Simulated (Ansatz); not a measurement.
W:

```
W
1.0
     0.00000    2.03000    2.03000
     2.03000    0.00000    2.03000
     2.03000    2.03000    0.00000
W
1
Direct
  0.00000 0.00000 0.00000
```

This isn't the form of W at room conditions, which is bcc.

Base run:

- Program: Ansatz 0.2.0
- Functional: PBEsol
- Potentials or basis: Ansatz PAW
- Cutoff: 420 eV (not typed: the program's choice for these potentials)
- k mesh: 11 × 11 × 11
- Occupations: fermi-dirac, width 0.05 eV
- Spin: no spin polarisation

Its results: band gap on the k mesh none (metal or under the smearing width); pressure -12.7 GPa.

The run is repeated on the same cell with these changes: functional from PBEsol to LDA. What comes out?

Band gap on the k mesh none (metal or under the smearing width); pressure -17.7 GPa.

LDA binds more tightly than PBEsol, so the same cell stands under less pressure.

Caveats: spin-orbit coupling is left out, which moves the levels of the heavy elements; the PAW data sets come from PBE, with cores solved anew for the run's functional, which leaves a small shift of forces and pressure; so large a pressure means that the cell lies far from this level's equilibrium, or that cutoff or potentials fall short (some runs).
